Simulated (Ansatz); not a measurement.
# A series in volume scale on Si

All results are calculated (Ansatz 0.2.0-dev). RPA total energy (exact exchange plus RPA correlation) on Kohn-Sham orbitals over scaled volumes of the cell given; energies count from the value at scale 1 or the largest scale.

The cell before it is scaled or strained (space group Fd-3m, No. 227):
```
cell vectors (Å)
   0.0000     2.7155     2.7155
   2.7155     0.0000     2.7155
   2.7155     2.7155     0.0000
atoms (fractions of the cell vectors)
Si  0.00000  0.00000  0.00000
Si  0.25000  0.25000  0.25000
```

Settings of every row: orbitals functional PBE; datasets norm_conserving; wave cutoff 490 eV; k mesh 4x4x4; correlated electrons 8; response cutoff 250 eV; long wavelength term neglected; core valence term semilocal.

Limits: coarse mesh, values belong to these settings and can lie far from the converged crystal; core-valence exchange is approximate on these files; the count of empty bands follows the volume.

| row | volume scale | V (Å³/atom) | RPA energy (eV, a cell) | total energy with exact exchange (eV, a cell) | energy of the functional (eV, a cell) |
| --- | --- | --- | --- | --- | --- |
| 1 | 0.92 | 18.422 | 0.0674 | 0.1497 | 0.1436 |
| 2 | 0.96 | 19.223 | 0.0094 | 0.0463 | 0.0473 |
| 3 | 1 | 20.024 | 0 | 0 | 0 |
| 4 | 1.04 | 20.825 | ? | ? | ? |
| 5 | 1.08 | 21.626 | 0.0896 | 0.0407 | 0.0179 |

Question: what RPA energy and total energy with exact exchange should row 4 give?

Worked fit of RPA energy. Take u = (V_r/V)^(2/3) − 1 with V_r = 19.623 Å³ an atom, which is twice the finite (Eulerian) strain; such expansions in the strain, on which the Birch-Murnaghan equation of state is built, carry the rest volume and the bulk modulus. The shown rows have u = 0.043, 0.01382, -0.0134, -0.06274. Least squares give RPA energy = −0.00064 + 0.3523 × u + 28.55 × u² eV; a straight line predicts inner rows, each left out in turn, worse (root mean square 0.05 against 0.00058 eV). The rows lie off it by 0.0001, -0.0003, 0.0002, 0.0000. The withheld row has u = -0.03886, so the fit gives −0.00064 + 0.3523 × (-0.03886) + 28.55 × (-0.03886)² = 0.0288 eV.

The calculation gave 0.0287 eV. The fit lies 0.0001 eV (0.11 % of the column's range) above it, one unit of the last digit.

Worked fit of total energy with exact exchange. Take u = (V_r/V)^(2/3) − 1 with V_r = 19.623 Å³ an atom, which is twice the finite (Eulerian) strain; such expansions in the strain, on which the Birch-Murnaghan equation of state is built, carry the rest volume and the bulk modulus. The shown rows have u = 0.043, 0.01382, -0.0134, -0.06274. Least squares give total energy with exact exchange = 0.0167 + 1.6803 × u + 32.876 × u² eV; a straight line predicts inner rows, each left out in turn, worse (root mean square 0.058 against 0.00021 eV). The rows lie off it by 0.0000, 0.0001, -0.0001, 0.0000. The withheld row has u = -0.03886, so the fit gives 0.0167 + 1.6803 × (-0.03886) + 32.876 × (-0.03886)² = 0.0010 eV.

The calculation gave 0.0009 eV. The fit lies 0.0001 eV (11 % of the value, 0.067 % of the column's range) above it, one unit of the last digit.

The other values of row 4: energy of the functional -0.0073 eV.
